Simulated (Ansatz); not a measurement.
Method: DFT PBE, scalar-relativistic, plane waves, PAW in Ansatz.

Levels along Γ–M–K–Γ–A–L–H–A | L–M | H–K, in eV from a zero inside the gap, sorted by energy at each point. Points in fractions of the primitive reciprocal vectors: Γ (0.000 0.000 0.000), M (0.500 0.000 0.000), K (0.333 0.333 0.000), A (0.000 0.000 0.500), L (0.500 0.000 0.500), H (0.333 0.333 0.500).
```
point  k (1/Å, with 2π)  band 30  band 31  band 32  band 33  band 34  band 35  band 36
    Γ             0.000    -3.40    -3.06    -2.61    -0.96     2.19     2.19     2.26
    -             0.393    -3.00    -2.75    -2.65    -1.25     0.74     1.03     1.29
    M             0.786    -2.30    -1.67    -1.20    -0.67     0.01     0.78     0.88
    -             1.013    -2.60    -1.51    -1.14    -0.80     0.42     0.76     1.02
    K             1.240    -2.77    -1.20    -1.20    -0.84     0.80     1.09     1.09
    -             1.694    -2.57    -2.54    -2.20    -1.35     0.31     1.22     1.29
    Γ             2.148    -3.40    -3.06    -2.61    -0.96     2.19     2.19     2.26
    -             2.384    -2.88    -2.63    -2.55    -0.41     1.24     1.99     2.47
    A             2.621    -2.76    -2.63    -0.75    -0.75     1.75     1.98     1.98
    -             3.014    -3.06    -2.99    -1.04    -0.62     0.34     0.66     0.92
    L             3.407    -2.99    -2.11    -1.29    -0.01     0.63     1.02     1.23
    -             3.634    -1.99    -1.92    -1.43    -0.30     0.65     0.68     1.24
    H             3.861    -1.97    -1.59    -1.59    -0.65     0.52     0.52     0.77
    -             4.315    -2.91    -2.79    -1.14    -0.47     0.40     0.58     0.97
    A             4.769    -2.76    -2.63    -0.75    -0.75     1.75     1.98     1.98
    L             4.769    -2.99    -2.11    -1.29    -0.01     0.63     1.02     1.23
    -             5.005    -2.36    -2.21    -1.24    -0.39     0.39     0.82     0.94
    M             5.241    -2.30    -1.67    -1.20    -0.67     0.01     0.78     0.88
    H             5.241    -1.97    -1.59    -1.59    -0.65     0.52     0.52     0.77
    -             5.478    -2.42    -1.28    -1.12    -0.94     0.64     0.70     1.32
    K             5.714    -2.77    -1.20    -1.20    -0.84     0.80     1.09     1.09
```

The cell has space group P6_222, 9 atoms and 66 electrons in the valence of the PAW potentials, and holds 2 elements, among them Si; it is relaxed at this level.

Cutoff 420 eV, k mesh 12×12×6. No spin polarisation.

Which material gives these bands?

Si₂W, conventional cell a = 4.614 Å, b = 4.614 Å, c = 6.646 Å, α = 90.00°, β = 90.00°, γ = 120.00°. Other compounds weren't ruled out.

Spin-orbit coupling is left out, which matters for the bands of heavy elements.

Another cell of Si2W relaxed alike, in I4/mmm, lies 68 meV/atom lower, so this cell isn't the stable form at this level.

It was relaxed from a Materials Project cell.
